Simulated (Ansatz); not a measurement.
**Rh: properties at the relaxed cell**

One table from this session's results is given with a row withheld; the runs are named, their logs left out.

This is Rh in the hcp structure; at room conditions it is fcc.

Program: Ansatz 0.2.0. Level of theory: DFT r2SCAN, scalar-relativistic, plane waves, PAW. These are calculated values, not measurements.

## The starting structure

It takes space group P6_3/mmc (No. 194, hexagonal). The conventional cell has a = 2.704 Å, b = 2.704 Å, c = 4.349 Å, α = 90.00°, β = 90.00°, γ = 120.00°. Rh (site symmetry -6m2) has 12 Rh at 2.68 to 2.70 Å as nearest neighbours.

Structure file:

```cif
data_structure
_symmetry_space_group_name_H-M 'P 1'
_symmetry_Int_Tables_number 1
_cell_length_a 2.7036
_cell_length_b 2.7036
_cell_length_c 4.3486
_cell_angle_alpha 90.000
_cell_angle_beta 90.000
_cell_angle_gamma 120.000
_cell_volume 27.53
loop_
_atom_site_label
_atom_site_type_symbol
_atom_site_fract_x
_atom_site_fract_y
_atom_site_fract_z
_atom_site_occupancy
Rh1 Rh 0.66667 0.33333 0.75000 1
Rh2 Rh 0.33333 0.66667 0.25000 1
```

It goes back to an entry of the Materials Project, which need not be the stable form.

This cell was relaxed beforehand with the same method: volume 13.76 Å³/atom, gap on the mesh none (metal).

The first run:

Contents of input.yaml:

```yaml
crystal:
  lattice:
    - [2.6763317891, 0.0, 0.0]
    - [-1.3381658946, 2.3177713183, 0.0]
    - [0.0, 0.0, 4.3046887922]
  atoms:
    - { symbol: Rh, position: [0.6666666667, 0.3333333333, 0.75] }
    - { symbol: Rh, position: [0.3333333333, 0.6666666667, 0.25] }
basis:
  ecutwfc: 500
kpoints:
  mp_grid: { grid: [18, 18, 10] }
hamiltonian:
  xc: r2scan
scf:
  occupations: { method: gaussian, width: 0.1 }
output:
  forces: true
  stress: true
  eigenvalues: true
relax:
  adjacent_minimum: "off"
  f_tol: 0.01
  max_steps: 30
  cell: { stress_tol: 0.1, fix: [volume] }
```

Command:

```sh
ansatz run input.yaml --threads 1 --pin off --max-ram 2560MiB --backend cpu --events-out ev --progress --plain --runs-dir out
```

Steps of the session up to this table: Point at V/V0 = 0.97; Point at V/V0 = 1.03; Volume × 0.94; The cell scaled to 1.06 of its volume; The cell scaled to 0.91 of its volume; Point at V/V0 = 1.10; The cell scaled to 0.88 of its volume.

One of the session's tables, all rows but one given; the rest of the session is left out.

It belongs to the step «Fit of the equation of state». 

```
volume (Å³/atom)  energy above the lowest point (meV/atom)  pressure (GPa)
          12.112                                     223.6           49.53
          12.525                                     117.3           33.56
          12.938                                      48.6           20.27
          13.351                                      11.3            9.19
          13.764                                       0.0           -0.02
          14.177                                      10.4           -7.67
          14.590                                         ?               ?
          15.141                                      99.4          -20.78
```

Q: Estimate the row for volume (Å³/atom) = 14.590 from the others.

Worked estimate for «energy above the lowest point (meV/atom)». A straight line through the neighbours (14.177, 10.4) and (15.141, 99.4) gives 10.4 + (99.4 − 10.4) × (14.590 − 14.177) / (15.141 − 14.177) = 48.5; a parabola fitted to 3 rows on both sides gives 37.4.

**Answer.** energy above the lowest point (meV/atom): 38.8; pressure (GPa): -14.01. In «energy above the lowest point (meV/atom)» the line misses by +9.7 and the parabola by -1.4.
